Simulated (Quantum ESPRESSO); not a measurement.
# ZnS (Wurtzite-2H) (P6_3mc) in Quantum ESPRESSO: notebook

The runs below take ZnS (Wurtzite-2H) through single point, equation of state, with LDA.

Everything below comes from runs of Quantum ESPRESSO 7.5. Logs are shortened: lines on timing, memory, paths and dates and some standing lists are left out, and cuts for length are marked.

### Step 1. Starting point

The structure is hexagonal, space group P6_3mc (No. 186). The conventional cell has a = 3.811 Å, b = 3.811 Å, c = 6.234 Å, α = 90.00°, β = 90.00°, γ = 120.00°. Around Zn (site symmetry 3m) lie 4 S at 2.31 to 2.40 Å. S (site symmetry 3m) is surrounded by 4 Zn at 2.31 to 2.40 Å.

### Step 2. Single point, LDA, 18.43 Å³/atom

The input, pw.in:

```
&CONTROL
  calculation = 'scf'
  prefix = 'pwscf'
  outdir = './tmp'
  pseudo_dir = './pseudo'
  tstress = .true.
  disk_io = 'nowf'
/
&SYSTEM
  ibrav = 0
  nat = 4
  ntyp = 2
  ecutwfc = 56
  ecutrho = 448
  nbnd = 36
  occupations = 'smearing'
  smearing = 'fd'
  degauss = 0.00367493
/
&ELECTRONS
  conv_thr = 8d-10
  electron_maxstep = 120
  mixing_beta = 0.5
/
ATOMIC_SPECIES
Zn    65.3800 zn_lda_v1.uspp.F.UPF
S     32.0600 s_lda_v1.4.uspp.F.UPF
CELL_PARAMETERS angstrom
   3.7332026603    0.0000000000    0.0000000000
  -1.8666013302    3.2330483413    0.0000000000
   0.0000000000    0.0000000000    6.1067398017
ATOMIC_POSITIONS crystal
Zn     0.6666666667    0.3333333333    0.5000000000
Zn     0.3333333333    0.6666666667    0.0000000000
S      0.6666666667    0.3333333333    0.8850000000
S      0.3333333333    0.6666666667    0.3850000000
K_POINTS automatic
8 8 5 0 0 0
```

Potentials or basis: GBRV 1.5 LDA.

The run is started by

```
$ OMP_NUM_THREADS=1 mpirun -n 2 pw.x -nk 2 -in pw.in > pw.out
```

pw.out:

```text
This program is part of the open-source Quantum ESPRESSO suite
     for quantum simulation of materials; please cite
[... 13 lines left out ...]
     --------------------
     sticks:   dense  smooth     PW     G-vecs:    dense   smooth      PW
     Sum        1531     769    223                79631    28219    4427

     Using Slab Decomposition

     bravais-lattice index     =            0
     lattice parameter (alat)  =       7.0547  a.u.
     unit-cell volume          =     497.3931 (a.u.)^3
     number of atoms/cell      =            4
     number of atomic types    =            2
     number of electrons       =        52.00
     number of Kohn-Sham states=           36
     kinetic-energy cutoff     =      56.0000  Ry
     charge density cutoff     =     448.0000  Ry
     scf convergence threshold =      8.0E-10
     mixing beta               =       0.5000
     number of iterations used =            8  plain     mixing
     Exchange-correlation=  SLA  PZ   NOGX NOGC
                           (   1   1   0   0   0   0   0)

     celldm(1)=   7.054731  celldm(2)=   0.000000  celldm(3)=   0.000000
     celldm(4)=   0.000000  celldm(5)=   0.000000  celldm(6)=   0.000000

     crystal axes: (cart. coord. in units of alat)
               a(1) = (   1.000000   0.000000   0.000000 )
               a(2) = (  -0.500000   0.866025   0.000000 )
               a(3) = (   0.000000   0.000000   1.635791 )

     reciprocal axes: (cart. coord. in units 2 pi/alat)
               b(1) = (  1.000000  0.577350 -0.000000 )
               b(2) = (  0.000000  1.154701  0.000000 )
               b(3) = (  0.000000 -0.000000  0.611325 )

     PseudoPot. # 1 for Zn read from file:
     zn_lda_v1.uspp.F.UPF
     Pseudo is Ultrasoft, Zval = 20.0
     Generated by new atomic code, or converted to UPF format
     Using radial grid of  943 points,  6 beta functions with:
                l(1) =   0
                l(2) =   0
                l(3) =   1
                l(4) =   1
                l(5) =   2
                l(6) =   2
     Q(r) pseudized with  8 coefficients,  rinner =    1.100   1.100   1.100
                                                       1.100   1.100

     PseudoPot. # 2 for S  read from file:
     s_lda_v1.4.uspp.F.UPF
     Pseudo is Ultrasoft + core correction, Zval =  6.0
     Generated by new atomic code, or converted to UPF format
     Using radial grid of  907 points,  6 beta functions with:
                l(1) =   0
                l(2) =   0
                l(3) =   1
                l(4) =   1
                l(5) =   2
                l(6) =   2
     Q(r) pseudized with  8 coefficients,  rinner =    1.300   1.300   1.300
                                                       1.300   1.300

     atomic species   valence    mass     pseudopotential
     Zn               20.00    65.38000     Zn( 1.00)
     S                 6.00    32.06000     S ( 1.00)

     12 Sym. Ops. (no inversion) found ( 6 have fractional translation)

   Cartesian axes

     site n.     atom                  positions (alat units)
         1        Zn     tau(   1) = (   0.5000000   0.2886751   0.8178956  )
         2        Zn     tau(   2) = (  -0.0000000   0.5773503   0.0000000  )
         3        S      tau(   3) = (   0.5000000   0.2886751   1.4476752  )
         4        S      tau(   4) = (  -0.0000000   0.5773503   0.6297796  )

     number of k points=    30  Fermi-Dirac smearing, width (Ry)=  0.0037
                       cart. coord. in units 2pi/alat
        k(    1) = (   0.0000000   0.0000000   0.0000000), wk =   0.0062500
        k(    2) = (   0.0000000   0.0000000   0.1222650), wk =   0.0125000
        k(    3) = (   0.0000000   0.0000000   0.2445300), wk =   0.0125000
        k(    4) = (   0.0000000   0.1443376   0.0000000), wk =   0.0375000
        k(    5) = (   0.0000000   0.1443376   0.1222650), wk =   0.0750000
        k(    6) = (   0.0000000   0.1443376   0.2445300), wk =   0.0750000
[... 22 lines left out ...]
        k(   29) = (   0.2500000   0.5773503   0.1222650), wk =   0.0750000
        k(   30) = (   0.2500000   0.5773503   0.2445300), wk =   0.0750000

     Dense  grid:    79631 G-vectors     FFT dimensions: (  48,  48,  80)

     Smooth grid:    28219 G-vectors     FFT dimensions: (  36,  36,  60)

     Initial potential from superposition of free atoms

     starting charge      51.9997, renormalised to      52.0000
     Starting wfcs are   34 randomized atomic wfcs +    2 random wfcs

     Self-consistent Calculation

     iteration #  1     ecut=    56.00 Ry     beta= 0.50
     Davidson diagonalization with overlap
     ethr =  1.00E-02,  avg # of iterations =  5.2

     Threshold (ethr) on eigenvalues was too large:
     Diagonalizing with lowered threshold

     Davidson diagonalization with overlap
     ethr =  3.99E-04,  avg # of iterations =  2.2

     total energy              =    -970.84403151 Ry
     estimated scf accuracy    <       0.19941029 Ry

     iteration #  2     ecut=    56.00 Ry     beta= 0.50
     Davidson diagonalization with overlap
     ethr =  3.83E-04,  avg # of iterations =  2.0

     total energy              =    -970.89109677 Ry
     estimated scf accuracy    <       0.05777589 Ry

     iteration #  3     ecut=    56.00 Ry     beta= 0.50
     Davidson diagonalization with overlap
     ethr =  1.11E-04,  avg # of iterations =  2.1

     total energy              =    -970.90249372 Ry
     estimated scf accuracy    <       0.00336419 Ry
[... 19 lines left out ...]
     total energy              =    -970.90270602 Ry
     estimated scf accuracy    <       0.00000018 Ry

     iteration #  7     ecut=    56.00 Ry     beta= 0.50
     Davidson diagonalization with overlap
     ethr =  3.42E-10,  avg # of iterations =  2.3

     total energy              =    -970.90270603 Ry
     estimated scf accuracy    <       0.00000003 Ry

     iteration #  8     ecut=    56.00 Ry     beta= 0.50
     Davidson diagonalization with overlap
     ethr =  6.32E-11,  avg # of iterations =  3.5

     End of self-consistent calculation

          k = 0.0000 0.0000 0.0000 (  3513 PWs)   bands (ev):

  -116.8833-116.8833 -71.5172 -71.5172 -71.5172 -71.5172 -71.5143 -71.5141
    -6.1850  -5.1161   0.6767   0.6767   0.7459   0.7459   0.7608   1.2141
     1.2141   1.3099   1.3099   1.4544   1.8102   6.4970   6.4970   7.4476
     7.4490   7.4490   9.7297  10.3415  13.5203  13.5203  13.8390  14.9344
    14.9344  16.8055  17.4150  17.4150

          k = 0.0000 0.0000 0.1223 (  3549 PWs)   bands (ev):

  -116.8833-116.8833 -71.5172 -71.5172 -71.5172 -71.5172 -71.5143 -71.5141
    -6.0986  -5.2382   0.6805   0.6805   0.7364   0.7364   0.7517   1.0600
     1.2255   1.2255   1.3031   1.3031   2.5637   6.5805   6.5805   6.6157
     7.3496   7.3496  10.4171  10.4528  13.5739  13.5772  13.5772  14.6887
    14.6887  16.1882  17.8024  17.8024

          k = 0.0000 0.0000 0.2445 (  3580 PWs)   bands (ev):
[... 65 lines left out ...]
  -116.8833-116.8833 -71.5174 -71.5174 -71.5173 -71.5173 -71.5142 -71.5141
    -5.2748  -4.7999   0.6634   0.7848   0.8327   0.9594   0.9988   1.0653
     1.2303   1.2576   1.3277   1.5589   2.3995   3.3684   4.1938   5.2540
     6.2453   6.3563  10.8544  11.3401  13.0418  13.6936  14.7841  15.6321
    16.5694  17.9346  17.9462  19.0309

          k = 0.0000 0.4330 0.2445 (  3507 PWs)   bands (ev):

  -116.8833-116.8833 -71.5174 -71.5174 -71.5173 -71.5173 -71.5142 -71.5141
    -5.1285  -4.9464   0.6524   0.6971   0.8706   0.9193   0.9851   0.9995
     1.2751   1.3013   1.3021   1.4059   2.6192   2.9801   5.1571   5.5676
     5.9843   6.0328  10.8061  11.3138  12.5013  13.0632  15.6475  15.9751
    16.6018  16.8139  18.3103  19.4397

          k = 0.0000-0.5774 0.0000 (  3538 PWs)   bands (ev):

  -116.8833-116.8833 -71.5175 -71.5175 -71.5173 -71.5173 -71.5142 -71.5142
    -5.1032  -4.7281   0.6985   0.8342   0.9119   1.0165   1.0486   1.1206
     1.2755   1.3469   1.3772   1.4303   2.2793   2.8970   3.9391   4.9432
     5.6680   6.3600  10.7995  11.6810  12.4011  14.3911  14.9344  15.7471
    16.4838  18.8090  19.7159  20.2040

          k = 0.0000-0.5774 0.1223 (  3508 PWs)   bands (ev):

  -116.8833-116.8833 -71.5175 -71.5175 -71.5173 -71.5173 -71.5142 -71.5141
    -5.0635  -4.7587   0.6841   0.8298   0.8511   0.9995   1.0496   1.1202
     1.2791   1.3348   1.4330   1.4414   2.1197   2.6805   4.4242   5.0635
     5.9016   6.2015  10.9181  10.9574  12.9732  13.7031  14.7437  15.4226
    17.2636  18.6542  19.3561  20.5773

          k = 0.0000-0.5774 0.2445 (  3490 PWs)   bands (ev):

  -116.8833-116.8833 -71.5175 -71.5175 -71.5173 -71.5173 -71.5142 -71.5141
    -4.9625  -4.8453   0.6671   0.7109   0.8963   0.9537   1.0623   1.0928
     1.2904   1.3105   1.4703   1.4911   2.0610   2.3029   5.3454   5.3880
     5.8180   5.9927  10.6552  11.0502  12.4275  12.6341  15.7062  16.1428
    17.0838  17.2451  19.6599  20.0028

          k = 0.1250 0.2165 0.0000 (  3515 PWs)   bands (ev):

  -116.8833-116.8833 -71.5173 -71.5173 -71.5173 -71.5172 -71.5143 -71.5141
    -5.8402  -4.9271   0.6607   0.7393   0.7842   0.8102   0.8655   1.1687
     1.1751   1.2121   1.3219   1.5960   2.2414   4.6573   5.2785   5.8196
     6.8503   7.0083  11.3890  11.9120  12.7948  13.7981  14.3966  14.6684
    15.8683  16.0570  16.6967  17.1798

          k = 0.1250 0.2165 0.1223 (  3530 PWs)   bands (ev):

  -116.8833-116.8833 -71.5173 -71.5173 -71.5173 -71.5172 -71.5143 -71.5141
    -5.7632  -5.0261   0.6560   0.7373   0.7713   0.8013   0.8553   1.0430
     1.1981   1.2248   1.3122   1.4128   2.8156   4.8213   5.1031   5.7906
     6.7118   6.8460  11.4847  12.0027  12.9762  13.6371  13.9648  14.6218
    15.9285  16.0411  17.0252  17.3122
[... 91 lines left out ...]
  -116.8833-116.8833 -71.5174 -71.5174 -71.5174 -71.5173 -71.5142 -71.5142
    -4.8956  -4.7627   0.7670   0.8884   0.9593   1.0291   1.1091   1.1134
     1.2213   1.2338   1.4819   1.5835   2.3725   2.7192   3.5133   4.9304
     5.0547   5.6341  11.9147  12.7850  13.0355  14.0197  14.7750  15.7519
    16.8725  17.7928  18.0634  18.6446

          k = 0.2500 0.5774 0.2445 (  3513 PWs)   bands (ev):

  -116.8833-116.8833 -71.5174 -71.5174 -71.5174 -71.5174 -71.5142 -71.5142
    -4.8436  -4.7924   0.8079   0.8598   0.8814   0.9548   1.0755   1.0792
     1.2228   1.2251   1.5715   1.6308   2.2429   2.3941   3.9117   4.4408
     5.7934   6.0536  11.7421  12.1058  13.2600  13.7935  14.5450  15.0283
    16.8442  17.0134  18.3787  18.4970

     the Fermi energy is     8.6375 ev

!    total energy              =    -970.90270604 Ry
     estimated scf accuracy    <          5.6E-10 Ry
     smearing contrib. (-TS)   =      -0.00000000 Ry
     internal energy E=F+TS    =    -970.90270604 Ry

     The total energy is F=E-TS. E is the sum of the following terms:
     one-electron contribution =    -893.39284188 Ry
     hartree contribution      =     461.14002036 Ry
     xc contribution           =    -100.08194135 Ry
     ewald contribution        =    -438.56794316 Ry

     convergence has been achieved in   8 iterations

     Computing stress (Cartesian axis) and pressure

          total   stress  (Ry/bohr**3)                   (kbar)     P=       10.99
   0.00013184   0.00000000  -0.00000000           19.40        0.00       -0.00
   0.00000000   0.00013184  -0.00000000            0.00       19.40       -0.00
  -0.00000000  -0.00000000  -0.00003957           -0.00       -0.00       -5.82

=------------------------------------------------------------------------------=
   JOB DONE.
=------------------------------------------------------------------------------=
```

It took 45 s on 2 MPI ranks of Arm Neoverse V1, shared host; peak memory 0.44 GiB.

What came out:

- Free energy: -13209.8043 eV
- Pressure: 1.1 GPa
- Band gap on the k mesh: 2.28 eV, direct

### Step 3. Single point, LDA, 18.82 Å³/atom

pw.in: that of step 2 with these lines changed.

```diff
@@ -28,5 +28,5 @@
 CELL_PARAMETERS angstrom
-   3.7332026603    0.0000000000    0.0000000000
-  -1.8666013302    3.2330483413    0.0000000000
-   0.0000000000    0.0000000000    6.1067398017
+   3.7594936861    0.0000000000    0.0000000000
+  -1.8797468431    3.2558170375    0.0000000000
+   0.0000000000    0.0000000000    6.1497464286
 ATOMIC_POSITIONS crystal
```

Potentials or basis: GBRV 1.5 LDA.

The run is started by

```
$ OMP_NUM_THREADS=1 mpirun -n 2 pw.x -nk 2 -in pw.in > pw.out
```

Run time: 51 s. Hardware: 2 MPI ranks of Arm Neoverse V1, shared host; peak memory 0.44 GiB.

It converged, with:

```yaml
Free_energy: -13209.8066 eV
Pressure: -0.7 GPa
Band_gap_on_the_k_mesh: 2.18 eV, direct
```

### Step 4. Single point, LDA, 19.21 Å³/atom

pw.in: that of step 3 with these lines changed.

```diff
@@ -28,5 +28,5 @@
 CELL_PARAMETERS angstrom
-   3.7594936861    0.0000000000    0.0000000000
-  -1.8797468431    3.2558170375    0.0000000000
-   0.0000000000    0.0000000000    6.1497464286
+   3.7854220481    0.0000000000    0.0000000000
+  -1.8927110241    3.2782716577    0.0000000000
+   0.0000000000    0.0000000000    6.1921598132
 ATOMIC_POSITIONS crystal
```

The run is started by

```
$ OMP_NUM_THREADS=1 mpirun -n 2 pw.x -nk 2 -in pw.in > pw.out
```

Wall time 51 s (2 MPI ranks of Arm Neoverse V1, shared host); peak memory 0.46 GiB.

Results (log left out):

| Item | Value |
| --- | --- |
| Free energy | -13209.7920 eV |
| Pressure | -2.4 GPa |
| Band gap on the k mesh | 2.08 eV, direct |

### Step 5. Single point, LDA, 19.60 Å³/atom

pw.in: that of step 4 with these lines changed.

```diff
@@ -28,5 +28,5 @@
 CELL_PARAMETERS angstrom
-   3.7854220481    0.0000000000    0.0000000000
-  -1.8927110241    3.2782716577    0.0000000000
-   0.0000000000    0.0000000000    6.1921598132
+   3.8110000000    0.0000000000    0.0000000000
+  -1.9055000000    3.3004228138    0.0000000000
+   0.0000000000    0.0000000000    6.2340000000
 ATOMIC_POSITIONS crystal
```

The run is started by

```
$ OMP_NUM_THREADS=1 mpirun -n 2 pw.x -nk 2 -in pw.in > pw.out
```

It took 53 s on 2 MPI ranks of Arm Neoverse V1, shared host; peak memory 0.46 GiB.

The run converged. Its results:

```
Free energy            : -13209.7624 eV
Pressure               : -3.8 GPa
Band gap on the k mesh : 1.98 eV, direct
```

### Step 6. Single point, LDA, 19.99 Å³/atom

pw.in: that of step 5 with these lines changed.

```diff
@@ -28,5 +28,5 @@
 CELL_PARAMETERS angstrom
-   3.8110000000    0.0000000000    0.0000000000
-  -1.9055000000    3.3004228138    0.0000000000
-   0.0000000000    0.0000000000    6.2340000000
+   3.8362391461    0.0000000000    0.0000000000
+  -1.9181195731    3.3222805555    0.0000000000
+   0.0000000000    0.0000000000    6.2752859714
 ATOMIC_POSITIONS crystal
```

Potentials or basis: GBRV 1.5 LDA.

The run is started by

```
$ OMP_NUM_THREADS=1 mpirun -n 2 pw.x -nk 2 -in pw.in > pw.out
```

Wall time 52 s (2 MPI ranks of Arm Neoverse V1, shared host); peak memory 0.48 GiB.

Results (log left out):

```
Free energy            : -13209.7194 eV
Pressure               : -5.1 GPa
Band gap on the k mesh : 1.89 eV, direct
```

### Step 7. Single point, LDA, 20.39 Å³/atom

pw.in: that of step 6 with these lines changed.

```diff
@@ -28,5 +28,5 @@
 CELL_PARAMETERS angstrom
-   3.8362391461    0.0000000000    0.0000000000
-  -1.9181195731    3.3222805555    0.0000000000
-   0.0000000000    0.0000000000    6.2752859714
+   3.8611504880    0.0000000000    0.0000000000
+  -1.9305752440    3.3438544104    0.0000000000
+   0.0000000000    0.0000000000    6.3160357234
 ATOMIC_POSITIONS crystal
```

The run is started by

```
$ OMP_NUM_THREADS=1 mpirun -n 2 pw.x -nk 2 -in pw.in > pw.out
```

It took 53 s on 2 MPI ranks of Arm Neoverse V1, shared host; peak memory 0.48 GiB.

The run converged. Its results:

```yaml
Free_energy: -13209.6644 eV
Pressure: -6.3 GPa
Band_gap_on_the_k_mesh: 1.80 eV, direct
```

### Step 8. Single point, LDA, 20.78 Å³/atom

pw.in: that of step 7 with these lines changed.

```diff
@@ -28,5 +28,5 @@
 CELL_PARAMETERS angstrom
-   3.8611504880    0.0000000000    0.0000000000
-  -1.9305752440    3.3438544104    0.0000000000
-   0.0000000000    0.0000000000    6.3160357234
+   3.8857444663    0.0000000000    0.0000000000
+  -1.9428722331    3.3651534204    0.0000000000
+   0.0000000000    0.0000000000    6.3562663350
 ATOMIC_POSITIONS crystal
```

The run is started by

```
$ OMP_NUM_THREADS=1 mpirun -n 2 pw.x -nk 2 -in pw.in > pw.out
```

It took 53 s on 2 MPI ranks of Arm Neoverse V1, shared host; peak memory 0.5 GiB.

Results (log left out):

- Free energy: -13209.5986 eV
- Pressure: -7.3 GPa
- Band gap on the k mesh: 1.71 eV, direct

### Step 9. Equation of state, LDA

Potentials or basis: GBRV 1.5 LDA.

This step only gathers the single runs of the series.

What came out:

```yaml
Equilibrium_volume: 18.67 Å³/atom
Bulk_modulus_at_fixed_shape_and_positions: 85 GPa
Pressure_derivative_of_the_bulk_modulus: 4.4
```

Energy against volume, from the lowest point:
```
volume (Å³/atom)  energy (meV/atom)
          18.427               0.58
          18.819               0.00
          19.211               3.64
          19.603              11.04
          19.995              21.80
          20.387              35.56
          20.779              52.00
```

Caveat: the cell was scaled at fixed shape and fractional positions, which overstates the stiffness of a crystal with free parameters, most of all of layers and chains.
